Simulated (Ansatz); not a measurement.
# The stack of 2H-WSe2 under 1T-SiSTe, upper layer turned by 180° between two gates, part 2 of 4

Wanted: Fermi level and gate voltage of the stack of 2H-WSe2 under 1T-SiSTe, upper layer turned by 180° as it is charged.

Ansatz 0.2.0; plane-wave DFT, PBE-D3(BJ), Ansatz PAW.

So far. Step 2 (Relaxation): The lattice constant a goes from 3.341 to 3.376 Å.

### Step 3. Gated layer, added electrons 0, start network

The slab is cut off from its images along the normal. A charged sheet stands for each gate, the layer takes the opposite charge, and a barrier ahead of the sheet keeps electrons from leaking to it. The uncharged case sets the zero; a dense mesh is needed because few carriers fill a small part of the zone.

The cell differs from the one that the last finished run ended in (c 49.445 → 48.878 Å).

Contents of input.yaml:

```yaml
crystal:
  lattice:
    - [3.3757546174, 0.0, 0.0]
    - [-1.6878773087, 2.9234892556, 0.0]
    - [0.0, 0.0, 48.8778472919]
  atoms:
    - { symbol: Se, position: [0.3333333333, 0.6666666667, 0.400999657] }
    - { symbol: W, position: [0.0, 0.0, 0.4347994009] }
    - { symbol: Se, position: [0.3333333333, 0.6666666667, 0.4685502214] }
    - { symbol: Te, position: [0.6666666667, 0.3333333333, 0.5354893235] }
    - { symbol: Si, position: [0.3333333333, 0.6666666667, 0.5732345221] }
    - { symbol: S, position: [0.0, 0.0, 0.599000343] }
  periodic: [true, true, false]
  symmetry: { detect: true }
kpoints:
  mp_grid: { grid: [36, 36, 1] }
  band_path:
    path: [[0, 0, 0], [0.5, 0, 0], [0.33333333, 0.33333333, 0], [0, 0, 0]]
    npoints: 16
hamiltonian:
  xc: pbe
  dispersion: d3bj
scf:
  occupations: { method: fermi_dirac, width: 0.05 }
  convergence: { dr2_threshold: 1.0e-10 }
output:
  forces: true
  eigenvalues: true
  dos: { projected: true, e_range: [-3, 3], de: 0.01 }
  write_potential: true
  write_density: true
  volumetric_format: npy
  elf: true
external_charges:
  - { charge: 0, barrier: 10, axis: 3, height: 32.778, sigma: 0.25 }
  - { charge: 0, barrier: 10, axis: 3, height: 16.1, sigma: 0.25 }
```

Command:

```bash
> ansatz run input.yaml --threads 4 --pin off --max-ram 12288MiB --backend cpu --events-out ev --progress --plain --runs-dir out
```

Numbers of over 12 decimals in the logs are rounded to 6 here.

Output:

```text
[...]
Crystal: 6 atoms, lattice volume = 482.375 Å³
Basis set: ecut = 420 eV, 9487 PW (Γ), exchange–correlation on 48×48×720 points (8 copies of the dense FFT grid, shifted against one another)
Bands: 44, of which v1, the nominal top of the filled ones, is band 36 counted from 1 (35 counted from 0)
Symmetry: 6 space group operations
[...]
k-points: 127 of 1296 (time reversal used)
[...]
SCF iter   1: F=—  HF=-29844.849671 eV  |F-HF|=—  |Δ(HF+E_count)|=         —  Δρ=2.10e-3  dr2=1.16e-1  ethr=1.77e-3  ⟨swp⟩=18.0  Hψ=43612  notcnv=0  defer=56
[...]
SCF iter  13: F=-29844.850358 eV  HF=-29844.850358 eV  |F-HF|=4.69e-10  |Δ(HF+E_count)|=   2.26e-9  Δρ=3.83e-8  dr2=1.04e-11  ethr=1.00e-12  ⟨swp⟩=25.2  Hψ=48524  notcnv=0
SCF 1 converged in 13 iterations: F = -29844.850358 eV  dr2 = 1.04e-11
  Residual-converged pass: ⟨swp⟩=1.0  Hψ=6127  notcnv=0  max |occ|·‖R‖ = 7.1e-9 eV (tolerance 1.0e-8 eV)  dr2=1.04e-11  dr2_onsite=2.11e-12  max |Δocc| = 5.4e-12
[...]
NSCF: frozen V_eff on 49 k-points
[...]
SCF converged after 13 iterations
Free energy (F): -29844.850358 eV
[...]
Internal energy: -29844.839673 eV  (E = F + TS)
E sigma→0 (E₀):  -29844.845015 eV
Entropy (-TS):   -0.010684 eV (-1.781 meV/atom)
Fermi energy:    -4.370744 eV
[...]
--- Forces (eV/Å), atoms and charges each counted from 1 ---
  atom   1  Se    -0.00000000     0.00000000     0.00527902
  atom   2  W      0.00000000    -0.00000000     0.00171881
  atom   3  Se    -0.00000000     0.00000000    -0.00145215
  atom   4  Te     0.00000000     0.00000000     0.05795771
  atom   5  Si     0.00000000     0.00000000    -0.04935579
  atom   6  S     -0.00000000     0.00000000    -0.01162695
  external charge   1     0.00000000     0.00000000     0.00441510
  external charge   2     0.00000000     0.00000000    -0.00693587
  max |Σ_I F_I| component, the external charges' with the atoms': 1.11e-7 eV/Å
--- Band table (eV; the first three rows and the last of 127) ---
  k-point 0: bands = [... 32 lower, -6.7573, -5.3946, -3.4057, -3.4057, -2.8631, -2.6057, -2.6057, -2.3911, ... 4 higher]
  k-point 1: bands = [... 32 lower, -6.6708, -5.4013, -3.5234, -3.4184, -2.8102, -2.6276, -2.5851, -2.4319, ... 4 higher]
  k-point 2: bands = [... 32 lower, -6.5683, -5.4235, -3.8308, -3.4580, -2.7725, -2.6572, -2.5263, -2.4759, ... 4 higher]
  k-point 126: bands = [... 32 lower, -7.6193, -7.4829, -6.7029, -5.3604, -4.3388, -4.0375, -2.4245, -2.0045, ... 4 higher]
```

The job ended after 2.5 min (4 threads of Arm Neoverse V1, shared host; peak memory 2.2 GiB; 9.9 min of CPU time).

In the SCF lines HF is the Harris–Foulkes energy and dr2 the Hartree energy of the density residual, in eV; the loop may stop once dr2 is under the threshold and the program's other checks hold. Hψ counts applications of the Hamiltonian.

This step gave:

| Quantity | Value |
| --- | --- |
| energy at zero smearing | -29844.8450 eV |
| potential beyond the upper barrier and gate, less the barrier, from the Fermi level | 4.591 eV |

Running mean over a fixed 2.6 Å (it still follows the layers) of the planar mean; beyond a gate it holds the 10 eV model barrier. Table of electron's electrostatic potential energy less the Fermi level by z:

```
z (Å)  electron's electrostatic potential energy less the Fermi level (eV)
    4                                                                 14.2
    5                                                                 14.2
    6                                                                 14.2
    7                                                                 14.2
    8                                                                 14.2
    9                                                                 14.2
   10                                                                 14.2
   11                                                                 14.2
   12                                                                 14.2
   13                                                                 14.2
   14                                                                 14.2
   15                                                                 13.3
   16                                                                 9.53
   17                                                                 5.56
   18                                                                 2.13
   19                                                                -1.66
   20                                                                -7.34
   21                                                                -10.1
   22                                                                -9.64
   23                                                                -4.14
   24                                                               -0.597
   25                                                             -0.00865
   26                                                                -2.48
   27                                                                -5.61
   28                                                                -8.16
   29                                                                -7.28
   30                                                                -1.70
   31                                                                 3.17
   32                                                                 6.52
   33                                                                 10.4
   34                                                                 14.0
   35                                                                 14.6
   36                                                                 14.6
   37                                                                 14.6
   38                                                                 14.6
   39                                                                 14.6
   40                                                                 14.6
   41                                                                 14.6
   42                                                                 14.6
   43                                                                 14.6
   44                                                                 14.6
   45                                                                 14.6
```

The density of states has structure finer than the step of the table below, so its rows give means over 0.2 eV, whole bins alone (the curve runs from -3 to 1.99 eV). Peaks (eV: height): -2.47: 5.18, -2.32: 9.65, -1.78: 7.01, 0.82: 5.67, 1.12: 8.98, 1.33: 11.7, 1.38: 16.2.

The density of states by energy, zero at the Fermi level; means over each step:

```
energy (eV)  density of states (states/eV a cell)
       -2.8                                  4.27
       -2.6                                  2.90
       -2.4                                  4.25
       -2.2                                  4.10
       -2.0                                  3.34
       -1.8                                  4.24
       -1.6                                  3.18
       -1.4                                  2.57
       -1.2                                  2.02
       -1.0                                  1.35
       -0.8                                 0.939
       -0.6                                 0.984
       -0.4                                 0.987
       -0.2                                  1.01
        0.0                                  1.25
        0.2                                  2.03
        0.4                                  1.61
        0.6                                  1.55
        0.8                                  2.88
        1.0                                  4.91
        1.2                                  4.65
        1.4                                  7.12
        1.6                                  3.71
        1.8                                  3.21
```

Projected DOS per atom over height of the atomic layer and energy from the Fermi level. Layers: Se W Se Te Si S from below.

Ten even steps from '0' (0.00 states/eV) to '9' (4.04 states/eV), each cell a mean:
```
131000
141000
292000
171000
161000
020100
000100
000110
000110
000100
000100
000100
000100
010100
020100
030100
151100
121100
202301
111201
111101
322202
```
Columns: height of the atomic layer (Å) from 19.6 to 29.3 (not evenly spaced); rows upwards: energy from the Fermi level (eV) from -2.98 to 1.97.

Electronic bands along the path, in eV, zero at the Fermi level:

```
  point  band 33  band 34  band 35  band 36  band 37  band 38  band 39  band 40
      Γ    -2.39    -1.02     0.96     0.96     1.51     1.76     1.76     1.98
halfway    -2.78    -2.20    -1.77    -0.01     0.79     1.10     1.29     1.68
      M    -2.48    -2.13    -1.86    -0.86    -0.82     1.16     1.54     2.01
halfway    -3.17    -2.73    -2.31    -1.36     0.17     0.93     1.81     2.35
      K    -3.25    -3.11    -2.33    -0.99     0.03     0.33     1.95     2.37
halfway    -2.78    -2.16    -1.78    -1.34     0.79     1.34     1.44     1.74
      Γ    -2.39    -1.02     0.96     0.96     1.51     1.76     1.76     1.98
```

Force by atom:

```
atom  x (eV/Å)  y (eV/Å)  z (eV/Å)    size
 Se1    0.0000    0.0000    0.0053  0.0053
  W2    0.0000    0.0000    0.0017  0.0017
 Se3    0.0000    0.0000   -0.0015  0.0015
 Te4    0.0000    0.0000    0.0580  0.0580
 Si5    0.0000    0.0000   -0.0494  0.0494
  S6    0.0000    0.0000   -0.0116  0.0116
```

Electrostatic potential energy in the ca plane at fractional y = 0.667, with atoms of Se and Si within 0.2 Å of it. With pseudopotentials it is smooth inside the atoms' cores, unlike the true potential.

Ten even steps from '0' (-33 eV) to '9' (0 eV), each cell a mean:
```
99999999888753468889999986446788887678999999
99999999988743468899999985335788887678999999
99999998777765677778999986556787777789999999
99999985334777775335899988777753357889999999
99999962332578852342589998888610015899999999
99999853563378842563489999988500004899999999
99999853553478852553489999888500005899999999
99999973223677763223799998888730036899999999
99999987667766677667899987667776677889999999
```
Columns run along c (16.0 Å, from fractional 0.34 to 0.67 of the cell; values clipped at the 3rd and 97th percentile), rows up along a (3.4 Å). Atoms in or near the plane, at fractional coordinates: Se at (0.40, 0.33), Se at (0.47, 0.33), Si at (0.57, 0.33).

Valence density in the ca plane at fractional y = 0.667, with atoms of Se and Si within 0.2 Å of it. It is the smooth field of the valence electrons, not physical close to the nuclei.

Values in e/Å³, 5 rows by 16 columns, each cell a mean:
```
 0  0  1  0  0  0  0  1  0  0  0  0  0  0  0  0
 0  0  0  0  0  0  0  0  0  0  0  0  0  0  0  0
 7  2  0  3  5  0  0  0  0  0  0  0  0  0  0  0
14  3  0  7 10  0  0  0  0  0  0  0  0  0  0  0
 1  1  0  1  1  0  0  0  0  0  0  0  0  0  0  0
```
Columns run along c (16.0 Å, from fractional 0.39 to 0.72 of the cell), rows up along a (3.4 Å). Atoms in or near the plane, at fractional coordinates: Se at (0.40, 0.33), Se at (0.47, 0.33), Si at (0.57, 0.33).

ELF in the ca plane at fractional y = 0.667, with atoms of Se and Si within 0.2 Å of it. It is the smooth field of the valence electrons, not physical close to the nuclei.

Ten even steps from '0' (0.00) to '9' (0.87), each cell a mean:
```
22322343210157665553236788763100000000000000
12321221100167655553236788864100000000000000
22224666530146665664457777652100000000000000
52247888873024555677667654320000000000000000
63257767996101223576446531000000000000000000
63257524997100011464433420000000000000000000
63257636997100112475434421000000000000000000
63247888984012344577557643210000000000000000
42235787751036665666567776531000000000000000
```
Columns run along c (16.0 Å, from fractional 0.42 to 0.75 of the cell), rows up along a (3.4 Å). Atoms in or near the plane, at fractional coordinates: Se at (0.47, 0.33), Si at (0.57, 0.33).

There is no gap.

### Step 4. Gated layer, added electrons 1×10¹³ per cm², start atoms

input.yaml, the sections that differ from step 3:

```yaml
total_charge: -0.009868
kpoints:
  mp_grid: { grid: [36, 36, 1] }
output:
  forces: true
  eigenvalues: true
  write_potential: true
  write_density: true
  volumetric_format: npy
external_charges:
  - { charge: 0, barrier: 10, axis: 3, height: 32.778, sigma: 0.25 }
  - { charge: 0.004934, axis: 3, height: 34.278, sigma: 0.5 }
  - { charge: 0, barrier: 10, axis: 3, height: 16.1, sigma: 0.25 }
  - { charge: 0.004934, axis: 3, height: 14.6, sigma: 0.5 }
# crystal, hamiltonian, scf: as in step 3
```

Output:

```text
[...]
Crystal: 6 atoms, lattice volume = 482.375 Å³
Basis set: ecut = 420 eV, 9487 PW (Γ), exchange–correlation on 48×48×720 points (8 copies of the dense FFT grid, shifted against one another)
Bands: 44, of which v1, the nominal top of the filled ones, is band 36 counted from 1 (35 counted from 0)
Symmetry: 6 space group operations
[...]
k-points: 127 of 1296 (time reversal used)
[...]
SCF iter  15: F=-29844.891670 eV  HF=-29844.891670 eV  |F-HF|=6.04e-10  |Δ(HF+E_count)|=  5.38e-10  Δρ=6.74e-8  dr2=7.70e-11  ethr=1.00e-12  ⟨swp⟩=24.8  Hψ=50148  notcnv=0
SCF 1 converged in 15 iterations: F = -29844.891670 eV  dr2 = 7.70e-11
[...]
SCF converged after 15 iterations
Free energy (F): -29844.891670 eV
[...]
Internal energy: -29844.880701 eV  (E = F + TS)
E sigma→0 (E₀):  -29844.886185 eV
Entropy (-TS):   -0.010969 eV (-1.828 meV/atom)
Fermi energy:    -3.977141 eV
[...]
--- Forces (eV/Å), atoms and charges each counted from 1 ---
  atom   1  Se    -0.00000000     0.00000000     0.00962077
  atom   2  W      0.00000000    -0.00000000    -0.00742433
  atom   3  Se     0.00000000     0.00000000     0.00503783
  atom   4  Te     0.00000000     0.00000000     0.05779897
  atom   5  Si     0.00000000     0.00000000    -0.05953895
  atom   6  S     -0.00000000     0.00000000    -0.00283292
  external charge   1     0.00000000     0.00000000     0.00466036
  external charge   2     0.00000000     0.00000000    -0.00022307
  external charge   3     0.00000000     0.00000000    -0.00732232
  external charge   4     0.00000000     0.00000000     0.00022300
  max |Σ_I F_I| component, the external charges' with the atoms': 6.58e-7 eV/Å
--- Band table (eV; the first three rows and the last of 127) ---
  k-point 0: bands = [... 32 lower, -6.4290, -5.0644, -3.0149, -3.0149, -2.4822, -2.2768, -2.2768, -2.0637, ... 4 higher]
  k-point 1: bands = [... 32 lower, -6.3405, -5.0710, -3.1327, -3.0276, -2.4337, -2.2964, -2.2561, -2.1023, ... 4 higher]
  k-point 2: bands = [... 32 lower, -6.2382, -5.0930, -3.4402, -3.0672, -2.4269, -2.3209, -2.1965, -2.1208, ... 4 higher]
  k-point 126: bands = [... 32 lower, -7.2922, -7.1012, -6.3199, -5.0310, -3.9554, -3.7089, -2.0953, -1.6755, ... 4 higher]
```

Wall time 2.5 min (4 threads); peak memory 2.1 GiB.

This step gave:

| Item | Value |
| --- | --- |
| energy at zero smearing | -29844.8862 eV |
| potential beyond the upper barrier and gate, less the barrier, from the Fermi level | 4.224 eV |

Force by atom:

```
atom  x (eV/Å)  y (eV/Å)  z (eV/Å)    size
 Se1    0.0000    0.0000    0.0096  0.0096
  W2    0.0000    0.0000   -0.0074  0.0074
 Se3    0.0000    0.0000    0.0050  0.0050
 Te4    0.0000    0.0000    0.0578  0.0578
 Si5    0.0000    0.0000   -0.0595  0.0595
  S6    0.0000    0.0000   -0.0028  0.0028
```

Against the uncharged case this takes +0.39 V.

### Step 5. Gated layer, added electrons -1×10¹³ per cm², start atoms

Changes to input.yaml since step 4:

```diff
@@ -14,3 +14,3 @@
   symmetry: { detect: true }
-total_charge: -0.009868
+total_charge: 0.009868
 kpoints:
@@ -31,4 +31,4 @@
   - { charge: 0, barrier: 10, axis: 3, height: 32.778, sigma: 0.25 }
-  - { charge: 0.004934, axis: 3, height: 34.278, sigma: 0.5 }
+  - { charge: -0.004934, axis: 3, height: 34.278, sigma: 0.5 }
   - { charge: 0, barrier: 10, axis: 3, height: 16.1, sigma: 0.25 }
-  - { charge: 0.004934, axis: 3, height: 14.6, sigma: 0.5 }
+  - { charge: -0.004934, axis: 3, height: 14.6, sigma: 0.5 }
```

Output:

```text
[...]
Crystal: 6 atoms, lattice volume = 482.375 Å³
Basis set: ecut = 420 eV, 9487 PW (Γ), exchange–correlation on 48×48×720 points (8 copies of the dense FFT grid, shifted against one another)
Bands: 44, of which v1, the nominal top of the filled ones, is band 36 counted from 1 (35 counted from 0)
Symmetry: 6 space group operations
[...]
k-points: 127 of 1296 (time reversal used)
[...]
--- Band table (eV; the first three rows and the last of 127) ---
  k-point 0: bands = [... 32 lower, -7.0855, -5.7248, -3.7984, -3.7984, -3.2458, -2.9348, -2.9348, -2.7184, ... 4 higher]
  k-point 1: bands = [... 32 lower, -7.0010, -5.7315, -3.9159, -3.8111, -3.1899, -2.9581, -2.9143, -2.7607, ... 4 higher]
  k-point 2: bands = [... 32 lower, -6.8984, -5.7538, -4.2231, -3.8506, -3.1252, -2.9939, -2.8566, -2.8255, ... 4 higher]
  k-point 126: bands = [... 32 lower, -7.9463, -7.8660, -7.0876, -5.6897, -4.7236, -4.3661, -2.7540, -2.3336, ... 4 higher]
[key lines of the parts left out:]
SCF converged after 16 iterations
Free energy (F): -29844.805403 eV
Fermi energy:    -4.766379 eV
```

Run time: 2.7 min. Hardware: 4 threads; peak memory 2.1 GiB.

Against the uncharged case this takes -0.40 V.

### Step 6. Gated layer, added electrons 3×10¹³ per cm², start atoms

Changes to input.yaml since step 5:

```diff
@@ -14,3 +14,3 @@
   symmetry: { detect: true }
-total_charge: 0.009868
+total_charge: -0.029606
 kpoints:
@@ -31,4 +31,4 @@
   - { charge: 0, barrier: 10, axis: 3, height: 32.778, sigma: 0.25 }
-  - { charge: -0.004934, axis: 3, height: 34.278, sigma: 0.5 }
+  - { charge: 0.014803, axis: 3, height: 34.278, sigma: 0.5 }
   - { charge: 0, barrier: 10, axis: 3, height: 16.1, sigma: 0.25 }
-  - { charge: -0.004934, axis: 3, height: 14.6, sigma: 0.5 }
+  - { charge: 0.014803, axis: 3, height: 14.6, sigma: 0.5 }
```

Output:

```text
[...]
Crystal: 6 atoms, lattice volume = 482.375 Å³
Basis set: ecut = 420 eV, 9487 PW (Γ), exchange–correlation on 48×48×720 points (8 copies of the dense FFT grid, shifted against one another)
Bands: 44, of which v1, the nominal top of the filled ones, is band 36 counted from 1 (35 counted from 0)
Symmetry: 6 space group operations
[...]
k-points: 127 of 1296 (time reversal used)
[...]
--- Band table (eV; the first three rows and the last of 127) ---
  k-point 0: bands = [... 32 lower, -5.7694, -4.4011, -2.2417, -2.2417, -1.7289, -1.6167, -1.6167, -1.4053, ... 4 higher]
  k-point 1: bands = [... 32 lower, -5.6772, -4.4076, -2.3596, -2.2544, -1.6987, -1.6247, -1.5959, -1.4374, ... 4 higher]
  k-point 2: bands = [... 32 lower, -5.5760, -4.4292, -2.6675, -2.2940, -1.7488, -1.6494, -1.5356, -1.4624, ... 4 higher]
  k-point 126: bands = [... 32 lower, -6.6353, -6.3455, -5.5612, -4.3690, -3.1963, -3.0483, -1.4350, -1.0149, ... 4 higher]
[key lines of the parts left out:]
SCF converged after 15 iterations
Free energy (F): -29844.963475 eV
Fermi energy:    -3.199311 eV
```

The job ended after 2.5 min (4 threads; peak memory 2.1 GiB; 10 min of CPU time).

Against the uncharged case this takes +1.17 V.

[end of part 2 of 4]

[Logs are printed without paths, hosts, clocks, repeated set-up lines and the standing remarks that a program may print on its own settings, such as how far it seeks lower states.]

[Hosts, paths, dates, database ids (printed as entryN), source tags and the programs' standing remarks are cut or masked in the printed files.]

[Maps of the electrostatic potential energy from Ansatz leave out the sawtooth potential of an applied field or a dipole correction, so their vacuum need not be flat; planar profiles and work functions include it.]

[The density of states shown here was stored with 400 of the rows of the run's finer table, so its peaks can read low, often by over a quarter, or be missed, and its means over a window can be off by a tenth or more.]
